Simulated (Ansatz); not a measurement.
# HfO2: band gap under strain

How does strain move the band edges of fluorite HfO2, and do the functionals agree on it? States: no strain; -4.0 % equal strain in all directions; -3.0 % equal strain in all directions.

Code: Ansatz 0.2.0. PAW datasets, plane waves. Calculated at 0 K for a non-magnetic cell.

### Step 1. The system as given

The unstrained cell was relaxed with r2SCAN; in each strained cell the atoms were relaxed again with r2SCAN. Names of k-points are those of the unstrained zone, where strain can split equivalent points. First state: no strain.

Space group Fm-3m (No. 225), cubic; a = 5.058 Å in the conventional setting, 10.79 Å³ an atom. Around Hf lie 8 O at 2.19 Å; around O lie 4 Hf at 2.19 Å.

Coordinates:

```
Hf O
1.0
     0.00000    2.52918    2.52918
     2.52918    0.00000    2.52918
     2.52918    2.52918    0.00000
Hf O
1 2
Direct
  0.00000 0.00000 0.00000
  0.25000 0.25000 0.25000
  0.75000 0.75000 0.75000
```

### Step 2. No strain: PBE

Contents of input.yaml:

```yaml
crystal:
  lattice:
    - [0.0, 2.5291823193, 2.5291823193]
    - [2.5291823193, 0.0, 2.5291823193]
    - [2.5291823193, 2.5291823193, 0.0]
  atoms:
    - { symbol: Hf, position: [0.0, 0.0, 0.0] }
    - { symbol: O, position: [0.25, 0.25, 0.25] }
    - { symbol: O, position: [0.75, 0.75, 0.75] }
kpoints:
  mp_grid: { grid: [8, 8, 8] }
  band_path:
    path:
      - [0.0, 0.0, 0.0]
      - [0.5, 0.0, 0.5]
      - [0.625, 0.25, 0.625]
      - [0.375, 0.375, 0.75]
      - [0.5, 0.5, 0.5]
      - [0.5, 0.25, 0.75]
      - [0.0, 0.5, 0.5]
    npoints: 1
hamiltonian:
  xc: pbe
scf:
  occupations: { method: fermi_dirac, width: 0.02 }
  n_extra_bands: 4
output:
  forces: true
  stress: true
  eigenvalues: true
```

Launch:

```console
> ansatz run input.yaml --threads 2 --pin off --max-ram 29491MiB --backend cpu --events-out ev --progress --plain --runs-dir out
```

After this run come: No strain: r2SCAN; No strain: HSE06; No strain: r2SCAN+SOC; No strain: r2SCAN; No strain: G0W0@PBE; -4.0 % equal strain in all directions: PBE; -4.0 % equal strain in all directions: r2SCAN; -4.0 % equal strain in all directions: HSE06; -4.0 % equal strain in all directions: r2SCAN+SOC; -4.0 % equal strain in all directions: r2SCAN; -4.0 % equal strain in all directions: G0W0@PBE; -3.0 % equal strain in all directions: PBE; -3.0 % equal strain in all directions: r2SCAN; -3.0 % equal strain in all directions: HSE06; -3.0 % equal strain in all directions: r2SCAN+SOC; -3.0 % equal strain in all directions: r2SCAN; -3.0 % equal strain in all directions: G0W0@PBE.

Before running it: what results should come out?

The runs gave:

Least gap in eV (negative: overlap), with the change from the unstrained cell in brackets. G0W0 is on its own coarse mesh.

```
                                state  volume change (%)           PBE        r2SCAN         HSE06          G0W0
                            no strain               +0.0          3.80          4.30          5.41          5.17
-4.0 % equal strain in all directions              -11.5  4.09 (+0.29)  4.62 (+0.32)  5.75 (+0.34)  5.53 (+0.36)
-3.0 % equal strain in all directions               -8.7  4.02 (+0.22)  4.54 (+0.24)  5.67 (+0.26)  5.44 (+0.27)
```

The largest move of the HSE06 gap in the table is +0.339 eV, under -4.0 % equal strain in all directions. PBE and HSE06 differ by 1.61 eV on the unstrained gap, and by at most 0.06 eV on its change: PBE follows the response to strain far better than the gap itself. Spin-orbit coupling is left out of the table, though the cell holds Hf (Z = 72); in an element this heavy it can shift bands and gaps by tenths of an eV. G0W0 here is at a finite number of bands, screening cutoff and k mesh, not at the basis limit.
